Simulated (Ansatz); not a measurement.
# Ni3Ge: convergence and cost

The task, for Ni3Ge: sweep the k-point mesh.

Computed with Ansatz 0.2.0 (DFT r2SCAN, scalar-relativistic, plane waves, PAW, unless a step's input says otherwise).

1 further run of the same task is left out (for a known fault of the program). Runs told in other sessions of the task aren't counted.

## 1. The system as given

The structure is cubic, space group Pm-3m (No. 221). Conventional cell: a = 3.530 Å, b = 3.530 Å, c = 3.530 Å, α = 90.00°, β = 90.00°, γ = 90.00°. Around Ni (site symmetry 4/mmm) lie 8 Ni at 2.50 Å and 4 Ge at 2.50 Å. Ge (site symmetry m-3m) has 12 Ni at 2.50 Å in its first shell of neighbours.

As a file:

```
CELL_PARAMETERS angstrom
3.53033 0.00000 0.00000
0.00000 3.53033 0.00000
0.00000 0.00000 3.53033
ATOMIC_POSITIONS crystal
Ni 0.50000 0.00000 0.50000
Ni 0.00000 0.50000 0.50000
Ni 0.50000 0.50000 0.00000
Ge 0.00000 0.00000 0.00000
```

Source of the structure: the Materials Project (structure only). It is taken as it stands there.

## 2. The base run, which the others are set against

input.yaml

```yaml
crystal:
  lattice:
    - [3.5303341067, 0.0, 0.0]
    - [0.0, 3.5303341067, 0.0]
    - [0.0, 0.0, 3.5303341067]
  atoms:
    - { symbol: Ni, position: [0.5, 0.0, 0.5] }
    - { symbol: Ni, position: [0.0, 0.5, 0.5] }
    - { symbol: Ni, position: [0.5, 0.5, 0.0] }
    - { symbol: Ge, position: [0.0, 0.0, 0.0] }
basis:
  ecutwfc: 500
kpoints:
  mp_grid: { grid: [12, 12, 12] }
hamiltonian:
  xc: r2scan
scf:
  occupations: { method: gaussian, width: 0.1 }
output:
  forces: true
  stress: true
  eigenvalues: true
  populations: true
  write_density: true
  write_potential: true
  elf: true
  volumetric_format: npy
```

It was run beforehand and gave: -5459.9384 eV/atom at zero smearing, pressure 0.42 GPa, largest force 0.000 eV/Å, no gap on the mesh, in 9 SCF cycles and 14 s.

## 3. K-point mesh set to 1×1×1

input.yaml

```yaml
crystal:
  lattice:
    - [3.5303341067, 0.0, 0.0]
    - [0.0, 3.5303341067, 0.0]
    - [0.0, 0.0, 3.5303341067]
  atoms:
    - { symbol: Ni, position: [0.5, 0.0, 0.5] }
    - { symbol: Ni, position: [0.0, 0.5, 0.5] }
    - { symbol: Ni, position: [0.5, 0.5, 0.0] }
    - { symbol: Ge, position: [0.0, 0.0, 0.0] }
basis:
  ecutwfc: 500
kpoints:
  mp_grid: { grid: [1, 1, 1] }
hamiltonian:
  xc: r2scan
scf:
  occupations: { method: gaussian, width: 0.1 }
output:
  forces: true
  stress: true
  eigenvalues: true
```

The run is started by

```
ansatz run input.yaml --threads 1 --pin off --max-ram 2560MiB --backend cpu --events-out ev --progress --plain --runs-dir out
```

## 4. K-point mesh: 2×2×2

Changes to input.yaml since step 3:

```diff
@@ -13,3 +13,3 @@
 kpoints:
-  mp_grid: { grid: [1, 1, 1] }
+  mp_grid: { grid: [2, 2, 2] }
 hamiltonian:
```

## 5. K-point mesh set to 4×4×4

Changes to input.yaml since step 4:

```diff
@@ -13,3 +13,3 @@
 kpoints:
-  mp_grid: { grid: [2, 2, 2] }
+  mp_grid: { grid: [4, 4, 4] }
 hamiltonian:
```

## 6. K-point mesh set to 6×6×6

Changes to input.yaml since step 5:

```diff
@@ -13,3 +13,3 @@
 kpoints:
-  mp_grid: { grid: [4, 4, 4] }
+  mp_grid: { grid: [6, 6, 6] }
 hamiltonian:
```

## 7. K-point mesh set to 8×8×8

Changes to input.yaml since step 6:

```diff
@@ -13,3 +13,3 @@
 kpoints:
-  mp_grid: { grid: [6, 6, 6] }
+  mp_grid: { grid: [8, 8, 8] }
 hamiltonian:
```

## 8. K-point mesh set to 10×10×10

Changes to input.yaml since step 7:

```diff
@@ -13,3 +13,3 @@
 kpoints:
-  mp_grid: { grid: [8, 8, 8] }
+  mp_grid: { grid: [10, 10, 10] }
 hamiltonian:
```

## 9. K-point mesh set to 14×14×14

Changes to input.yaml since step 8:

```diff
@@ -13,3 +13,3 @@
 kpoints:
-  mp_grid: { grid: [10, 10, 10] }
+  mp_grid: { grid: [14, 14, 14] }
 hamiltonian:
```

## 10. K-point mesh set to 16×16×16

Changes to input.yaml since step 9:

```diff
@@ -13,3 +13,3 @@
 kpoints:
-  mp_grid: { grid: [14, 14, 14] }
+  mp_grid: { grid: [16, 16, 16] }
 hamiltonian:
```

## 11. K-point mesh set to 18×18×18

Changes to input.yaml since step 10:

```diff
@@ -13,3 +13,3 @@
 kpoints:
-  mp_grid: { grid: [16, 16, 16] }
+  mp_grid: { grid: [18, 18, 18] }
 hamiltonian:
```

(Steps that only read results are left out.)

What results come out of these runs, taken together?

As calculated:

| quantity | value |
| --- | --- |
| k-point mesh: within 10 and 1 meV/atom of 18×18×18 from | 4×4×4 for 10; 6×6×6 for 1 |

In words: In the sweep of the k-point mesh, 6×6×6 already comes within 1 meV/atom of the reference, and so do all later runs, at about 0.11 of the reference's time. The reference is only the best run made, not a proven limit. The error changes sign along the series, since a k mesh isn't variational, and a metal needs dense meshes to resolve its Fermi surface. Spin polarisation is off in the runs that give these values; a magnetic solution could lie lower.
